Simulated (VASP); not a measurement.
# CdTe (F-43m) in VASP: a series of runs, part 2 of 2

VASP 6.6.1. Earlier steps stand in the parts before.

## Step 3: Single point, PBE

Contents of INCAR:

```
  ALGO = Normal
  EDIFF = 1E-7
  ENCUT = 520
  GGA = PE
  ISIF = 2
  ISMEAR = 0
  LASPH = T
  LCHARG = F
  LREAL = F
  LWAVE = F
  NBANDS = 16
  NELM = 80
  PREC = Accurate
  SIGMA = 0.05
```

Contents of KPOINTS:

```
k-points
0
Gamma
  8 8 8
```

Contents of POSCAR:

```
CdTe
1.0
    0.0000000000      3.3086866899      3.3086866899
    3.3086866899      0.0000000000      3.3086866899
    3.3086866899      3.3086866899      0.0000000000
Cd Te
1 1
Direct
    0.0000000000      0.0000000000      0.0000000000
    0.7500000000      0.7500000000      0.7500000000
```

Potentials or basis: VASP PAW PBE potentials, release 64 (Cd, Te).

Run with:

```bash
$ cat potpaw_PBE.64/Cd/POTCAR potpaw_PBE.64/Te/POTCAR > POTCAR
$ mpirun -np 1 vasp_std > vasp.out
```

OUTCAR:

```text
EDIFF = 1E-7
   ENCUT = 520
   GGA = PE
   ISIF = 2
   ISMEAR = 0
   LASPH = T
   LREAL = F
   NELM = 80
   PREC = Accurate

 ion  position               nearest neighbor table
   1  0.000  0.000  0.000-   2 2.87   2 2.87   2 2.87   2 2.87
   2  0.750  0.750  0.750-   1 2.87   1 2.87   1 2.87   1 2.87

  LATTYP: Found a face centered cubic cell.
 ALAT       =     6.6173733798

  Lattice vectors:

 A1 = (   0.0000000000,   3.3086866899,   3.3086866899)
[... 642 lines left out ...]
------------------------ aborting loop because EDIFF is reached ----------------------------------------

  FORCE on cell =-STRESS in cart. coord.  units (eV):
  Direction    XX          YY          ZZ          XY          YZ          ZX
  --------------------------------------------------------------------------------------
  -------------------------------------------------------------------------------------
  Total        0.0527182      0.0527182      0.0527182      0.0000000      0.0000000      0.0000000
  in kB        1.1659337      1.1659337      1.1659337      0.0000000      0.0000000      0.0000000
  external PRESSURE =       1.1659337 kB  Pullay stress =       0.0000000 kB

 VOLUME and BASIS-vectors are now :
 -----------------------------------------------------------------------------
  energy-cutoff  :      520.00
  volume of cell :       72.44
      direct lattice vectors                 reciprocal lattice vectors
     0.000000000  3.308686690  3.308686690    -0.151117361  0.151117361  0.151117361
     3.308686690  0.000000000  3.308686690     0.151117361 -0.151117361  0.151117361
     3.308686690  3.308686690  0.000000000     0.151117361  0.151117361 -0.151117361

 POSITION                                       TOTAL-FORCE (eV/Angst)
 -----------------------------------------------------------------------------------
      0.00000      0.00000      0.00000        -0.000000     -0.000000     -0.000000
      4.96303      4.96303      4.96303         0.000000      0.000000      0.000000
 -----------------------------------------------------------------------------------
    total drift:                                0.000000      0.000000      0.000001

  FREE ENERGIE OF THE ION-ELECTRON SYSTEM (eV)
  ---------------------------------------------------
  free  energy   TOTEN  =        -4.8120275844 eV

  energy  without entropy=       -4.8120275844  energy(sigma->0) =       -4.81202758
```

Run time: 55 s. Hardware: 1 thread of AMD EPYC 7R13, shared host; peak memory 0.19 GiB.

Results:

| Property | Result |
| --- | --- |
| Free energy | -4.8120 eV |
| Pressure | 0.1 GPa |
| Band gap on the k mesh | 0.58 eV, direct |

Levels at points of the mesh, in eV from the valence-band top:
```tsv
k point	band 6	band 7	band 8	band 9	band 10	band 11	band 12	band 13
(0.00, 0.00, 0.00)	-7.87	0.00	0.00	0.00	0.58	4.64	4.64	4.64
(0.50, 0.00, 0.00)	-7.57	-4.08	-0.69	-0.69	1.75	5.21	5.21	7.01
(0.50, 0.50, 0.00)	-7.45	-4.01	-1.66	-1.66	2.67	2.74	8.51	8.81
```

Caveat: spin-orbit coupling is left out, which moves the levels of the heavy elements.

## Step 4: Single point, PBE

This run uses another cell than the first one, of 22.71 Å³/atom, 0.627 times its volume.

Contents of INCAR:

```
SYSTEM = CdTe
ALGO     = Normal         ! electronic algorithm
EDIFF    = 1E-6           ! SCF threshold, eV
ENCUT    = 520            ! plane-wave cutoff, eV
GGA      = PE             ! functional
ISIF     = 2              ! what is computed and relaxed
ISMEAR   = 0              ! smearing method
LASPH    = .TRUE.         ! aspherical terms in the spheres
LCHARG   = .FALSE.        ! write CHGCAR
LREAL    = .FALSE.        ! projectors in reciprocal space
LWAVE    = .FALSE.        ! write WAVECAR
NBANDS   = 16             ! bands
NELM     = 60             ! most SCF steps
PREC     = Accurate       ! precision mode
SIGMA    = 0.01           ! smearing width, eV
```

Contents of KPOINTS:

```
k-points
0
G
  10 10 10
  0 0 0
```

Contents of POSCAR:

```
CdTe
1.0
    0.0000000000      2.8319896506      2.8319896506
    2.8319896506      0.0000000000      2.8319896506
    2.8319896506      2.8319896506      0.0000000000
Cd Te
1 1
Direct
    0.0000000000      0.0000000000      0.0000000000
    0.7500000000      0.7500000000      0.7500000000
```

Run with:

```bash
$ cat potpaw_PBE.64/Cd/POTCAR potpaw_PBE.64/Te/POTCAR > POTCAR
$ mpirun -np 1 vasp_std > vasp.out
```

Run time: 18 s. Hardware: 1 thread of Intel Xeon 6975P-C (Granite Rapids), shared host; peak memory 0.19 GiB.

Results (log left out):

```yaml
Free_energy: -2.0673 eV
Pressure: 50.6 GPa
Band_gap_on_the_k_mesh: 1.38 eV, indirect (least direct gap 2.00 eV)
```

Levels at points of the mesh, in eV from the valence-band top:
```tsv
k point	band 5	band 6	band 7	band 8	band 9	band 10	band 11	band 12	band 13	band 14
(0.00, 0.00, 0.00)	-10.06	-10.06	0.00	0.00	0.00	2.00	3.96	3.96	3.96	7.67
(0.50, 0.00, 0.00)	-10.04	-9.26	-7.53	-1.63	-1.63	2.07	4.68	4.68	6.48	10.56
(0.50, 0.50, 0.00)	-9.99	-8.94	-6.77	-3.78	-3.78	1.38	1.98	11.12	11.12	11.23
```

Caveat: spin-orbit coupling is left out, which moves the levels of the heavy elements.

## Step 5: Single point, PBE (volume scaled by 0.88)

Contents of INCAR:

```
  ALGO = Normal
  EDIFF = 1E-7
  ENCUT = 520
  GGA = PE
  ISIF = 2
  ISMEAR = 0
  LASPH = True
  LCHARG = False
  LREAL = False
  LWAVE = False
  NBANDS = 16
  NELM = 80
  PREC = Accurate
  SIGMA = 0.02
```

Contents of KPOINTS:

```
k-points
0
Gamma
  10 10 10
```

Contents of POSCAR:

```
CdTe
1.0
    0.0000000000      3.1706613687      3.1706613687
    3.1706613687      0.0000000000      3.1706613687
    3.1706613687      3.1706613687      0.0000000000
Cd Te
1 1
Direct
    0.0000000000      0.0000000000      0.0000000000
    0.2500000000      0.2500000000      0.2500000000
```

Run with:

```bash
$ cat potpaw_PBE.64/Cd/POTCAR potpaw_PBE.64/Te/POTCAR > POTCAR
$ mpirun -np 1 vasp_std > vasp.out
```

Wall time 55 s (1 thread of Intel Xeon 8259CL, shared host); peak memory 0.23 GiB.

The run converged. Its results:

* Free energy: -4.6580 eV
* Pressure: 6.3 GPa
* Band gap on the k mesh: 0.97 eV, direct

Levels at points of the mesh, in eV from the valence-band top:
| k point | band 7 | band 8 | band 9 | band 10 | band 11 | band 12 |
| --- | --- | --- | --- | --- | --- | --- |
| (0.00, 0.00, 0.00) | 0.00 | 0.00 | 0.00 | 0.97 | 4.55 | 4.55 |
| (0.50, 0.00, 0.00) | -4.82 | -0.88 | -0.88 | 1.88 | 5.15 | 5.15 |
| (0.50, 0.50, 0.00) | -4.64 | -2.10 | -2.10 | 2.45 | 2.64 | 9.21 |

Caveat: the cell differs from its parent crystal (volume scaled by 0.88); spin-orbit coupling is left out, which moves the levels of the heavy elements.

## Step 6: Overview

| task | cell | k mesh | cutoff (eV) | smearing | gap on the mesh (eV) | pressure (GPa) |
| --- | --- | --- | --- | --- | --- | --- |
| relaxation of cell and atoms | relaxed to 9 GPa from a = 4.680 Å, angles 60.0°, 2 atoms | 10 × 10 × 10 | 600 | gaussian 0.01 eV | 1.10 | 9.0 |
| single point | a = 4.679 Å, angles 60.0°, 2 atoms | 8 × 8 × 8 | 520 | gaussian 0.05 eV | 0.58 | 0.1 |
| single point | a = 4.005 Å, angles 60.0°, 2 atoms | 10 × 10 × 10 | 520 | gaussian 0.01 eV | 1.38 | 50.6 |
| single point | a = 4.484 Å, angles 60.0°, 2 atoms | 10 × 10 × 10 | 520 | gaussian 0.02 eV | 0.97 | 6.3 |

Alike in all rows: level PBE; potentials or basis VASP PAW PBE potentials, release 64 (Cd, Te); no spin polarisation.

Caveats: spin-orbit coupling is left out, which moves the levels of the heavy elements; the cell is relaxed towards a set pressure, so the enthalpy falls and the energy may rise (some runs); the volume moved by over 15 % at a fixed basis, so the end points are rough (some runs).

Total energies depend on the potentials used, so only differences within one code and one set of settings carry meaning.

## Step 7: Comparison with measurements

Step 3. Measured gap of CdTe: 1.607 eV (0 K; a printed reference work, data compilation). This calculation gives 0.58 eV (-1.02 eV). So large a miss can be the level of theory's own, or it may mean another phase, state or a wrong row. Spin-orbit coupling on Cd, Te is left out. The value is that of PBE, without temperature or zero-point motion. Semilocal functionals fall short of measured gaps as a rule.
